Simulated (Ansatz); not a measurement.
SrCl2 in Ansatz: the effect of functional

The system is SrCl2.

```
Sr Cl
1.0
     0.00000    3.51145    3.51145
     3.51145    0.00000    3.51145
     3.51145    3.51145    0.00000
Sr Cl
1 2
Direct
  0.00000 0.00000 0.00000
  0.75000 0.75000 0.75000
  0.25000 0.25000 0.25000
```

The cell isn't the ideal one: volume scaled by 1.02.

Alike in all runs:

| Item | Value |
| --- | --- |
| Program | Ansatz 0.2.0 |
| Task | single point |
| Potentials or basis | Ansatz PAW |
| k mesh | 7 × 7 × 7 |
| Occupations | fermi-dirac, width 0.05 eV |
| Spin | no spin polarisation |

| functional | cutoff | gap on the mesh (eV) | pressure (GPa) |
| --- | --- | --- | --- |
| LDA | 420 eV (not typed: the program's choice for these potentials) | ? | ? |
| PBEsol | 420 eV (not typed: the program's choice for these potentials) | 5.10 | -1.7 |
| r2SCAN | 500 eV (not typed: the program's choice for these potentials) | 5.93 | -0.4 |

Q: What does the run with functional LDA give?

A: gap on the mesh 4.84 eV; pressure -3.4 GPa.

Caveats: odd divisions of the mesh miss points on the zone boundary, where band edges often lie, so the gap on the mesh can be too wide; the PAW data sets come from PBE, with cores solved anew for the run's functional, which leaves a small shift of forces and pressure.

A k mesh can miss the band edges.
